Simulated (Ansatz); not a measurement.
# In2O3 in Ansatz: the effect of functional

Crystal: In2O3.

```xyz
10
Lattice="2.7435 1.5840 4.8367 -2.7435 1.5840 4.8367 0.0000 -3.1679 4.8367" Properties=species:S:1:pos:R:3 pbc="T T T"
In    0.0000    0.0000   12.4396
In    0.0000    0.0000    9.3254
In    0.0000    0.0000    2.0704
In    0.0000    0.0000    5.1846
O    -1.9259   -0.1679    6.0458
O     0.8176    1.7519    6.0458
O     1.1084   -1.5840    6.0458
O     1.9259    0.1679    8.4642
O    -0.8176   -1.7519    8.4642
O    -1.1084    1.5840    8.4642
```

Alike in all runs:

```yaml
Program: Ansatz 0.2.0
Task: band structure
Potentials_or_basis: Ansatz PAW
k_mesh: 6 × 6 × 6
Occupations: fermi-dirac, width 0.05 eV
Spin: no spin polarisation
```

```csv
functional,cutoff,gap on the mesh (eV),pressure (GPa),largest force (eV/Å)
LDA,420 eV (not typed: the program's choice for these potentials),1.18,-3.2,0.17
PBEsol,420 eV (not typed: the program's choice for these potentials),1.20,2.0,0.16
r2SCAN,500 eV (not typed: the program's choice for these potentials),?,?,?
```

**Question.** What does the run with functional r2SCAN give?

**Answer.** gap on the mesh 1.89 eV; pressure 2.1 GPa; largest force 0.13 eV/Å.

Caveats: spin-orbit coupling is left out, which moves the levels of the heavy elements; the PAW data sets come from PBE, with cores solved anew for the run's functional, which leaves a small shift of forces and pressure.

